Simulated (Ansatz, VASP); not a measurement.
Two plane-wave programs on Au

The input INCAR:

```
SYSTEM = Au
PREC = Accurate ; ENCUT = 600
EDIFF = 1E-7 ; ISMEAR = 0
SIGMA = 0.1 ; LREAL = .FALSE.
LASPH = .TRUE. ; NELM = 100
ALGO = Normal ; ISIF = 3
LWAVE = .FALSE. ; LCHARG = .FALSE.
GGA = PS ; IBRION = 2
NSW = 80 ; EDIFFG = -0.01
```

The input KPOINTS:

```
regular mesh
0
G
  18 18 18
  0 0 0
```

Contents of POSCAR:

```
Au
1.0
   -2.6249114146      2.6249114146      1.3520389820
    2.6249114146     -2.6249114146      1.3520389820
    2.6249114146      2.6249114146     -1.3520389820
Au
2
Direct
    0.7500000000      0.2500000000      0.5000000000
    0.0000000000      0.0000000000      0.0000000000
```

Input for Ansatz:

```yaml
crystal:
  lattice:
    - [-2.6249114146, 2.6249114146, 1.352038982]
    - [2.6249114146, -2.6249114146, 1.352038982]
    - [2.6249114146, 2.6249114146, -1.352038982]
  atoms:
    - { symbol: Au, position: [0.75, 0.25, 0.5] }
    - { symbol: Au, position: [0.0, 0.0, 0.0] }
basis:
  ecutwfc: 420
kpoints:
  mp_grid: { grid: [18, 18, 18] }
hamiltonian:
  xc: pbesol
scf:
  occupations: { method: gaussian, width: 0.1 }
output:
  forces: true
  stress: true
  eigenvalues: true
relax:
  adjacent_minimum: "off"
  f_tol: 0.01
  max_steps: 60
  cell: { stress_tol: 0.1 }
```

Alike in both runs: task relaxation of cell and atoms; functional PBEsol; k mesh 18 × 18 × 18; occupations gaussian, width 0.1 eV; no spin polarisation.

|  | VASP | Ansatz |
| --- | --- | --- |
| version | VASP 6.6.1 | Ansatz 0.2.0 |
| potentials or method | VASP PAW PBE potentials, release 64 (Au) | scalar-relativistic, plane waves, PAW |
| plane-wave cutoff (eV) | 600 | 420 |
| valence electrons in the cell | 22 | 38 |

VASP gave:

* gap on the k mesh at the Fermi level, each at its own relaxed structure (eV): none
* relaxed volume (Å³/atom): 18.59
* relaxed cell length with the largest relative difference (Å): 3.947

Q: Which values does Ansatz return?

A: gap on the k mesh at the Fermi level, each at its own relaxed structure (eV): none; relaxed volume (Å³/atom): 18.61; relaxed cell length with the largest relative difference (Å): 3.948.

A gap of «none» marks a metal or a gap that the smearing closes. The two sets of potentials don't hold the same shells in valence.

Caveats: the PAW data sets were made with another functional, which shifts forces and pressure a little (VASP). The runs have no spin-orbit coupling, so splittings on Au are missing.
